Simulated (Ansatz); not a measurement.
This Ansatz 0.2.0 run on CdSe needs a look.

run.py

```python
import json

import ase.io
import numpy as np
from ase.calculators.calculator import CalculationFailed, Calculator
from ase.stress import full_3x3_to_voigt_6_stress
from ase.units import GPa

import ansatz as az

class AnsatzCalculator(Calculator):
    implemented_properties = ["energy", "free_energy", "forces", "stress", "magmom"]

    def calculate(self, atoms, properties, system_changes):
        super().calculate(atoms, properties, system_changes)
        structure = atoms.copy()
        structure.set_constraint()
        structure.set_momenta(None)
        structure.set_masses(None)
        outcome = (
            az.Crystal.from_ase(structure)
            .calculation()
            .basis(xc_grid=2)
            .kpoints(8, 8, 8)
            .functional("blyp")
            .pseudopotentials(kind="nc_fr")
            .spin("noncollinear", soc=True)
            .scf(max_iterations=50, tolerance=-1e-06)
            .occupations(method="fixed")
            .forces()
            .stress()
            .run(threads=2)
        )
        if not outcome.report["converged"]:
            raise CalculationFailed("SCF not converged")
        report = outcome.report
        self.results = {
            "free_energy": report["lagrangian_ev"],
            "energy": report["lagrangian_ev"],
            "forces": np.array(report["forces_ev_ang"]),
            "stress": -GPa * full_3x3_to_voigt_6_stress(report["stress_gpa"]),
            "magmom": report["magnetization_mub"],
        }

np.set_printoptions(precision=5, suppress=True, linewidth=110)
atoms = ase.io.read("CdSe.cif")
atoms.info.pop("occupancy", None)
atoms.calc = AnsatzCalculator()
print(f"free energy {atoms.get_potential_energy():.6f} eV")
print("forces (eV/A)", atoms.get_forces(), sep="\n")
print("stress (GPa, Voigt, tension positive)", atoms.get_stress() / GPa, sep="\n")
print(f"moment {atoms.get_magnetic_moment():.4f} muB")
```

CdSe.cif

```cif
data_CdSe
_cell_length_a 4.34201917
_cell_length_b 4.34201917
_cell_length_c 4.34201917
_cell_angle_alpha 60.00000000
_cell_angle_beta 60.00000000
_cell_angle_gamma 60.00000000
_space_group_name_H-M_alt 'P1'
_space_group_name_Hall 'P 1'
_space_group_IT_number 1
loop_
_space_group_symop_operation_xyz
'x,y,z'
loop_
_atom_site_label
_atom_site_type_symbol
_atom_site_symmetry_multiplicity
_atom_site_Wyckoff_symbol
_atom_site_fract_x
_atom_site_fract_y
_atom_site_fract_z
_atom_site_occupancy
Cd1 Cd 1 a 0.0000000000 0.0000000000 0.0000000000 1
Se1 Se 1 a 0.2500000000 0.2500000000 0.2500000000 1
```

Potentials or basis: Ansatz NC.

Run with:

```sh
$ python run.py
```

Output:

```text
Traceback (most recent call last):
  File "run.py", line 51, in <module>
  File "run.py", line 33, in calculate
  [frames inside libraries left out]
ansatz.RefusalError: invalid value for `scf.convergence.dr2_threshold`: must be finite and > 0; got -0.000001 eV
```

Problem. Diagnose the run.

Solution. The input was rejected before any iteration. The input holds a flaw that was put in on purpose: a threshold that can't be met (scf.convergence.dr2_threshold = -1e-06).
